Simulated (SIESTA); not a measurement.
The system is TaN.

```
Ta N
1.0
     5.19600    0.00000    0.00000
    -2.59800    4.49987    0.00000
     0.00000    0.00000    2.91100
Ta N
3 3
Cartesian
  0.0000 0.0000 0.0000
  2.5980 1.5000 1.4555
  0.0000 2.9999 1.4555
  -1.0206 1.7678 0.0000
  1.5774 2.7321 0.0000
  2.0412 0.0000 0.0000
```

Program: SIESTA 5.4.2. Alike in all runs: task single point; potentials or basis PseudoDojo 0.4 standard (PBE files), DZP (energy shift 0.003 Ry; two zetas on semicore shells); no spin polarisation; cell as given; k mesh 6 × 6 × 9; smearing fermi-dirac 0.05 eV; grid cutoff 800 Ry; energy shift 0.003 Ry.

Task: Order these runs on this cell by their pressure, lowest first.
A. level VV10
B. level vdW-DF2
C. level vdW-DF
D. level optB88-vdW
E. level vdW-DF-C09

Result: E (3.0 GPa), D (10.4 GPa), A (16.1 GPa), C (17.6 GPa), B (26.9 GPa).

Caveats: short orbitals over semicore shells can move pressures by several GPa; the potentials were made for another functional, which shifts forces and pressure; the basis of atomic orbitals isn't converged, which shifts pressures, moduli and gaps; the non-local part is tabulated coarsely and may be off by about a percent (some runs).

Runs at the PBE level aren't shown here.
